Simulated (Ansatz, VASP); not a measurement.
# One calculation of Sb, two programs

Contents of INCAR:

```
ALGO = Normal ; EDIFF = 1E-6
ENCUT = 520 ; GGA = PE
ISIF = 2 ; ISMEAR = -1
LASPH = True ; LCHARG = False
LREAL = False ; LWAVE = False
NBANDS = 8 ; NELM = 100
PREC = Accurate ; SIGMA = 0.05
```

KPOINTS

```
k-points
0
Gamma
  12 12 12
```

The input POSCAR:

```
Sb
1.0
   -1.5972865120      1.5972865120      2.7476259243
    1.5972865120     -1.5972865120      2.7476259243
    1.5972865120      1.5972865120     -2.7476259243
Sb
1
Direct
    0.0000000000      0.0000000000      0.0000000000
```

input.yaml

```yaml
crystal:
  lattice:
    - [-1.597286512, 1.597286512, 2.7476259243]
    - [1.597286512, -1.597286512, 2.7476259243]
    - [1.597286512, 1.597286512, -2.7476259243]
  atoms:
    - { symbol: Sb, position: [0.0, 0.0, 0.0] }
kpoints:
  mp_grid: { grid: [12, 12, 12] }
scf:
  occupations: { method: fermi_dirac, width: 0.05 }
hamiltonian:
  xc: pbe
  pseudopotentials: { kind: all_electron, lapw: { basis_error: 0.0005 } }
output:
  forces: true
  stress: true
  eigenvalues: true
```

Change from the starting cell: volume scaled by 1.04.

Alike in both runs: task single point; functional PBE; k mesh 12 × 12 × 12; occupations fermi-dirac, width 0.05 eV; no spin polarisation.

```csv
,VASP,Ansatz
version,VASP 6.6.1,Ansatz 0.2.0
potentials or method,"VASP PAW PBE potentials, release 64 (Sb)","all-electron LAPW, scalar-relativistic"
plane-wave cutoff (eV),520,see its input
```

```csv
,VASP,Ansatz,Ansatz less VASP
gap on the k mesh at the Fermi level (eV),none,none,-
pressure (GPa),-0.7,-0.6,+0.12
largest component of the traceless stress (GPa),0.15,0.14,-0.007
```

A gap of «none» marks a metal or a gap that the smearing closes. Ansatz ran all-electron here, so the differences hold the error of VASP's frozen core and of both bases.

The runs have no spin-orbit coupling, so splittings on Sb are missing.
